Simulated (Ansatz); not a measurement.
Crystal: CsPbBr3.

```
CELL_PARAMETERS angstrom
5.87000 0.00000 0.00000
0.00000 5.87000 0.00000
0.00000 0.00000 5.87000
ATOMIC_POSITIONS crystal
Pb 0.50000 0.50000 0.50000
Cs 0.00000 0.00000 0.00000
Br 0.50000 0.50000 0.00000
Br 0.50000 0.00000 0.50000
Br 0.00000 0.50000 0.50000
```

Measurements of this composition are mostly on another form, of space group No. 62.

* Program: Ansatz 0.2.0
* Task: relaxation of cell and atoms
* Functional: PBE
* Potentials or basis: Ansatz PAW
* Cutoff: 420 eV (not typed: the program's choice for these potentials)
* k mesh: 5 × 5 × 5
* Occupations: fermi-dirac, width 0.05 eV
* Spin: no spin polarisation

At the start: volume 40.45 Å³/atom.

Task: How do energy, volume and symmetry change on relaxing?

Result: It ends after 5 steps and the volume is 43.17 Å³/atom (+6.7 %); space group Pm-3m (No. 221, to 0.05 Å).

The path:
```
step  energy change (eV)  largest force (eV/Å)  volume (Å³)
   1              0.0000                0.0000       202.26
   2             -0.0455                0.0000       209.91
   3             -0.0552                0.0000       215.23
   4             -0.0553                0.0000       215.87
   5             -0.0559                0.0000       215.87
```

Final structure:
```cif
data_structure
_symmetry_space_group_name_H-M 'P 1'
_symmetry_Int_Tables_number 1
_cell_length_a 5.9988
_cell_length_b 5.9988
_cell_length_c 5.9988
_cell_angle_alpha 90.000
_cell_angle_beta 90.000
_cell_angle_gamma 90.000
_cell_volume 215.87
loop_
_atom_site_label
_atom_site_type_symbol
_atom_site_fract_x
_atom_site_fract_y
_atom_site_fract_z
_atom_site_occupancy
Pb1 Pb 0.50000 0.50000 0.50000 1
Cs1 Cs 0.00000 0.00000 0.00000 1
Br1 Br 0.50000 0.50000 0.00000 1
Br2 Br 0.50000 0.00000 0.50000 1
Br3 Br 0.00000 0.50000 0.50000 1
```

Caveat: the plane-wave basis is chosen anew once the cell has moved, so the energies of steps on either side of that aren't comparable.
